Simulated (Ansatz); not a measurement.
The geometry is COD entry 9011666, unchecked; take it as a test cell.

Input and log of a run on AgCl: DFT, PBEsol, all-electron LAPW, scalar-relativistic (Ansatz 0.2.0).

Command: `ansatz run input.yaml --threads 1 --pin off --max-ram 3072MiB --backend cpu --events-out ev --progress --plain --runs-dir out` The run took 17 s on 1 thread of Arm Neoverse V1 (shared host), peak memory 0.3 GiB.

```yaml
crystal:
  lattice:
    - [0.0, 2.77315, 2.77315]
    - [2.77315, 0.0, 2.77315]
    - [2.77315, 2.77315, 0.0]
  atoms:
    - { symbol: Ag, position: [0.5, 0.5, 0.5] }
    - { symbol: Cl, position: [0.0, 0.0, 0.0] }
kpoints:
  mp_grid: { grid: [9, 9, 9] }
  band_path:
    path:
      - [0.0, 0.0, 0.0]
      - [0.5, 0.0, 0.5]
      - [0.625, 0.25, 0.625]
      - [0.375, 0.375, 0.75]
      - [0.0, 0.0, 0.0]
      - [0.5, 0.5, 0.5]
      - [0.5, 0.25, 0.75]
      - [0.5, 0.0, 0.5]
    npoints: 14
scf:
  occupations: { method: fermi_dirac, width: 0.01 }
hamiltonian:
  xc: pbesol
  pseudopotentials: { kind: all_electron, lapw: { basis_error: 0.0005 } }
output:
  forces: true
  stress: true
  eigenvalues: true
  populations: true
  dos: { projected: true, de: 0.2, e_range: [-14, 8] }
```

Output:

```
Ag: projections on atomic orbitals take those of the free atom 1s2 2s2 2p6 3s2 3p6 3d10 4s2 4p6 4d10 5s1, of charge +0.00 (hamiltonian.pseudopotentials.projection_atoms)
Cl: projections on atomic orbitals take those of the free atom 1s2 2s2 2p6 3s2 3p5, of charge +0.00 (hamiltonian.pseudopotentials.projection_atoms)
LAPW: plane waves up to 7.727 Å⁻¹, error target 5.0e-4 eV per atom; small_component_spin mean_spin; Cl in spheres of 1.247 Å, 15 of its electrons in bands, Dirac shells []; Ag in spheres of 1.527 Å, 19 of its electrons in bands, Dirac shells []
Engine: ansatz 0.2.0
Pseudopotentials: kind: all_electron
Pseudopotential: Ag, LAPW, valence charge 19, Koelling and Harmon's equation, gaussian nucleus
Pseudopotential: Cl, LAPW, valence charge 15, Koelling and Harmon's equation, gaussian nucleus
Functional definition: PBEsol
  exchange = pbesol_x
  correlation = pbesol_c
Crystal: 2 atoms, lattice volume = 42.653 Å³
Basis set: ecut = 227.4641937975306 eV, 331 PW (Γ), exchange–correlation at level 2
Bands: 21, of which v1, the nominal top of the filled ones, is band 17 counted from 1 (16 counted from 0)
Symmetry: 48 space group operations
Space group: Fm-3m (ITA 225), of the structure as read, at distance tolerance 3.5e-5 Å
k-points: 35 of 729
Non-local potential: Ag, projectors of the file, none
Non-local potential: Cl, projectors of the file, none
Initial density: superposition of atomic densities (chi_scale 0.1, normalization cell, long waves kept (reshape's long-wave potential 0.00 eV rms))
Initial wavefunctions: plane waves of lowest kinetic energy (no species holds an atomic orbital)
Functional: x = pbesol(κ = 0.804, μ = 0.12345679012345678), c = pbesol(β = 0.046)
iter 1 solved again at ethr=9.53e-4 eV; its pass at ethr=1.00e-1 eV (dr2=3.24e-1 eV) is discarded
SCF iter   1: F=—  HF=-157128.263703 eV  |F-HF|=—  |Δ(HF+E_count)|=         —  Δρ=1.95e-2  dr2=3.25e-1  ethr=9.53e-4  ⟨swp⟩=2.1  Hψ=4877  notcnv=0
preconditioner: auto → none  [insulator: Δε(μ)=0.637 eV  Ē_g=10.637 eV  σ=0.010 eV  W_gap=1.00  n_scr=14 (ndim 8)  ℏωp=24.1 eV  f_vac=0.056  D(μ)=0.00/eV (n_scr^D=0)  ε∞_Penn≈6.1]
iter 2 solved again at ethr=1.39e-5 eV; its pass at ethr=9.53e-4 eV (dr2=4.72e-3 eV) is discarded
SCF iter   2: F=—  HF=-157128.132070 eV  |F-HF|=—  |Δ(HF+E_count)|=   1.32e-1  Δρ=4.06e-3  dr2=4.73e-3  ethr=1.39e-5  ⟨swp⟩=2.2  Hψ=3997  notcnv=0
SCF iter   3: F=—  HF=-157128.097853 eV  |F-HF|=—  |Δ(HF+E_count)|=   3.42e-2  Δρ=2.99e-3  dr2=5.84e-3  ethr=1.39e-5  ⟨swp⟩=3.0  Hψ=2580  notcnv=0
SCF iter   4: F=—  HF=-157128.096652 eV  |F-HF|=—  |Δ(HF+E_count)|=         —  Δρ=9.07e-4  dr2=5.28e-4  ethr=1.39e-5  ⟨swp⟩=2.0  Hψ=2275  notcnv=0
the basis was enlarged: its passes take 97.4 KiB over the memory plan, 1 of 1 planned eigensolver slots
SCF iter   5: F=—  HF=-157128.096598 eV  |F-HF|=—  |Δ(HF+E_count)|=   5.47e-5  Δρ=1.58e-4  dr2=8.33e-6  ethr=1.55e-6  ⟨swp⟩=2.0  Hψ=2135  notcnv=0
SCF iter   6: F=—  HF=-157128.096607 eV  |F-HF|=—  |Δ(HF+E_count)|=   9.20e-6  Δρ=2.07e-5  dr2=1.40e-7  ethr=2.45e-8  ⟨swp⟩=2.5  Hψ=2158  notcnv=0
SCF iter   7: F=-157128.096607 eV  HF=-157128.096607 eV  |F-HF|=2.39e-9  |Δ(HF+E_count)|=   2.28e-7  Δρ=1.74e-6  dr2=8.46e-10  ethr=4.13e-10  ⟨swp⟩=3.0  Hψ=2246  notcnv=0
SCF 1 converged in 7 iterations: F = -157128.096607 eV  dr2 = 8.46e-10
NSCF: frozen V_eff on 99 k-points
SCF converged after 7 iterations
Free energy (F): -157128.096607 eV
Harris-Foulkes:  -157128.096607 eV  (|F-HF|=2.39e-9)
Internal energy: -157128.096607 eV  (E = F + TS)
E sigma→0 (E₀):  -157128.096607 eV
Fermi energy:    9.265589 eV
--- Per-component energies (eV) ---
  E_band       = -1866.149768
  E_kinetic    = 163763.794231
  E_xc         = -4745.359598
  E_electrostatic = -316146.531241  (all electrons and nuclei)
  E_smearing   = -0.000000  (= −TS)
  E_closure    = 0.000000  (closes the sum)
  E_atoms      = -157122.092418  (free atoms, spherical and without spin; not in F)
  Σ components = -157128.096607   (vs F -157128.096607, Δ=0.00e0)
  Basis errors (estimates in eV, not in F): energy 1.8e-4 per atom: plane waves 1.6e-4 (9.0e-5 summed), levels above the bands 0.0e0, relativity 1.6e-8, radial functions 1.6e-5, core shells 1.0e-7; eigenvalues (radial functions only) 8.4e-6; not estimated: angular momenta, meshes, grids; target (lapw.basis_error) 5.0e-4; muffin-tin radii Cl 1.247 Å, Ag 1.527 Å
--- Forces (eV/Å), atoms counted from 1 ---
  atom   1  Ag     0.00000000     0.00000000     0.00000000
  atom   2  Cl     0.00000000     0.00000000     0.00000000
  max |Σ_I F_I| component: 1.13e-30 eV/Å
--- Stress (GPa, compression-positive) ---
       -2.637389      -0.000000       0.000000
       -0.000000      -2.637389       0.000000
        0.000000       0.000000      -2.637389
  P = ⅓ Tr σ = -2.6374 GPa (-26.374 kbar)
--- Band table (eV; the first three rows and the last of 35) ---
  k-point 0: bands = ["-236.6291", "-175.8463", "-175.8463", "-175.8463", "-80.7469", "-44.3039", "-44.3039", "-44.3039", "-6.2319", "6.4302", "6.4302", "6.4302", "6.4684", "6.4684", "6.5778", "6.5778", "6.5778", "9.6411", "19.4803", "19.4803", "19.4803"]
  k-point 1: bands = ["-236.6291", "-175.8463", "-175.8463", "-175.8463", "-80.7469", "-44.3043", "-44.3040", "-44.3040", "-6.1826", "5.8321", "5.8610", "5.8610", "6.4752", "6.4752", "6.7076", "7.2395", "7.2395", "10.2414", "18.3477", "19.2644", "19.2644"]
  k-point 2: bands = ["-236.6291", "-175.8463", "-175.8463", "-175.8463", "-80.7469", "-44.3051", "-44.3041", "-44.3041", "-6.0536", "4.8925", "5.3208", "5.3208", "6.5825", "6.5825", "6.8347", "7.9357", "7.9357", "11.4071", "16.8517", "18.1921", "18.1921"]
  k-point 34: bands = ["-236.6291", "-175.8463", "-175.8463", "-175.8463", "-80.7468", "-44.3061", "-44.3057", "-44.3050", "-5.7314", "4.5405", "4.8336", "4.9594", "6.8072", "6.8210", "6.9834", "7.0821", "7.7911", "12.9809", "16.0925", "16.5303", "17.3359"]
--- Löwdin populations: 2 sites ---
  site symbol       q [e]
     0     Ag     46.4430
     1     Cl     17.4709
  spilling = 0.001346 (of n_electrons = 64.000000)
```
